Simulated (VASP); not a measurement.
A run of VASP 6.6.1 is set up as follows.

File POSCAR:

```
MoS2
1.0
    3.1916000000      0.0000000000      0.0000000000
   -1.5958000000      2.7366402760      0.0000000000
    0.0000000000      0.0000000000     20.0000000000
  Mo              S
     1     2
Direct
     0.3330186752127124    0.6660373505254338    0.5000000000000000
     0.6668239957436453    0.3336479913872816    0.5767455677213609
     0.6668239957436453    0.3336479913872816    0.4232544322786391
```

INCAR.step1

```
  PREC = Accurate
  ENCUT = 600
  EDIFF = 1E-8
  ISMEAR = -1
  SIGMA = 0.05
  LREAL = False
  LASPH = True
  NELM = 100
  ALGO = Normal
  ISIF = 2
  LWAVE = False
  LCHARG = False
  GGA = CA
  IBRION = 2
  NSW = 40
  EDIFFG = -0.002
  KPAR = 4
```

The input INCAR.step2:

```
  PREC = Accurate
  ENCUT = 600
  EDIFF = 1E-8
  ISMEAR = -1
  SIGMA = 0.05
  LREAL = False
  LASPH = True
  NELM = 100
  ALGO = Normal
  ISIF = 2
  LWAVE = False
  LCHARG = False
  GGA = CA
  IBRION = 8
  NSW = 1
  KPAR = 4
```

KPOINTS

```
Automatic mesh
0
Gamma
  12 12 1
```

Potentials or basis: VASP PAW LDA potentials, release 64 (Mo_sv, S).

Run with:

```bash
$ cat potpaw_LDA.64/Mo_sv/POTCAR potpaw_LDA.64/S/POTCAR > POTCAR
$ cp INCAR.step1 INCAR
$ mpirun -np 4 vasp_std > vasp.out
$ cp CONTCAR POSCAR
$ cp INCAR.step2 INCAR
$ mpirun -np 4 vasp_std > vasp.out
```

Problem. Estimate the highest phonon frequency at Γ, LO-TO splitting left out.

Solution. 470 cm⁻¹.

Phonon frequencies in cm⁻¹ (negative: imaginary):
| q point | frequencies |
| --- | --- |
| (0.000, 0.000, 0.000) | 0 0 0 284 285 382 385 409 470 |
